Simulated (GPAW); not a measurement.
Here is a GPAW 26.7.0 calculation.

Contents of run.py:

```python
from ase import Atoms
from ase.dft.bandgap import bandgap
from ase.io import write
from ase.units import GPa
from gpaw import GPAW, PW

atoms = Atoms(['Sr', 'V', 'O', 'O', 'O'],
              cell=[[3.8409, 0.0, 0.0],
                    [0.0, 3.8409, 0.0],
                    [0.0, 0.0, 3.8409]],
              scaled_positions=[[0.5, 0.5, 0.5],
                                [0.0, 0.0, 0.0],
                                [0.0, 0.0, 0.5],
                                [0.0, 0.5, 0.0],
                                [0.5, 0.0, 0.0]],
              pbc=True)
atoms.set_initial_magnetic_moments([0.0, 3.0, 0.0, 0.0, 0.0])

calc = GPAW(mode=PW(600),
            xc='PBE',
            kpts={'size': (6, 6, 6), 'gamma': True},
            occupations={'name': 'fermi-dirac', 'width': 0.05},
            nbands=37,
            maxiter=120,
            txt='gpaw.txt')
atoms.calc = calc
energy = atoms.get_potential_energy()
forces = atoms.get_forces()
stress = atoms.get_stress()
calc.write('gs.gpw')
write('result.traj', atoms)
print(f'Energy: {energy:.6f} eV')
print('Forces (eV/A):')
print(forces.round(4))
print('Stress (GPa):', (stress / GPa).round(3))
print('Moments:', calc.get_magnetic_moments().round(3))
print('Fermi level:', round(calc.get_fermi_level(), 4), 'eV')
print(f'Gap: {bandgap(calc)[0]:.4f} eV, direct: {bandgap(calc, direct=True)[0]:.4f} eV')
```

Potentials or basis: GPAW PAW data sets (gpaw-data 1.2.1), pw.

Command:

```sh
$ OMP_NUM_THREADS=1 python run.py
```

Task: Estimate the band gap on the k mesh.

Result: None (metal or under the smearing width).

Task: Estimate the net moment.

Result: 0.48 μB per cell.

Task: What does it give for the site moments?

Result: Sr +0.00; V +0.45; O -0.00 μB.

Task: Estimate the pressure.

Result: 0.0 GPa.

Caveat: the cutoff is short for stress and forces, so pressures can be off by a GPa or more; semilocal functionals often make such compounds metallic where correlation or magnetic order opens a gap, which also shifts bond lengths. With open d or f shells a metallic result of PBE can be an artefact of self-interaction; +U or a hybrid may open a gap.
